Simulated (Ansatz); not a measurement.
**TiC: pressure against volume**

TiC, Fm-3m, a = 4.328 Å. Ansatz: r2SCAN, PAW, 500 eV, Γ-centred 16×16×16 mesh on 2 atoms, Gaussian smearing 0.10 eV; no spin polarisation. Symmetry fixes shape and atoms, so the cell is only scaled; pressure is positive in compression.

```
V (Å³/atom) P (GPa)
      8.917        ?
      9.221    29.79
      9.525    18.34
      9.828     8.49
     10.132     0.00
     10.436    -7.31
     10.740   -13.61
     11.146   -20.67
```

Q: Take V0 = 10.132 Å³/atom, fit the third-order Birch–Murnaghan form to the other rows, and predict the missing pressure.

A: With the Eulerian strain f = ½[(V0/V)^(2/3) − 1] and y = P/[3f(1 + 2f)^(5/2)], the form is the line y = B0 + 1.5 B0 (B0′ − 4) f. Rows (f, y): 0.03241, 261.9; 0.02102, 262.4; 0.01026, 262.2; -0.00976, 262.3; -0.01905, 262.4; -0.03080, 262.2. Means f = 0.0006800, y = 262.23; Σ(Δf)² = 0.003002, ΣΔfΔy = -0.01044; the slope is their ratio. y = 262.2 − 3.479 f GPa, so B0 = 262.2 GPa and B0′ = 4 + 2 × (-3.479)/(3 × 262.2) = 3.99. At V = 8.917, f = 0.04445, y = 262.05 and P = 43.24 GPa. The run gave 43.11 GPa, so the fit is 0.13 GPa too high, a small miss on the scale of the series.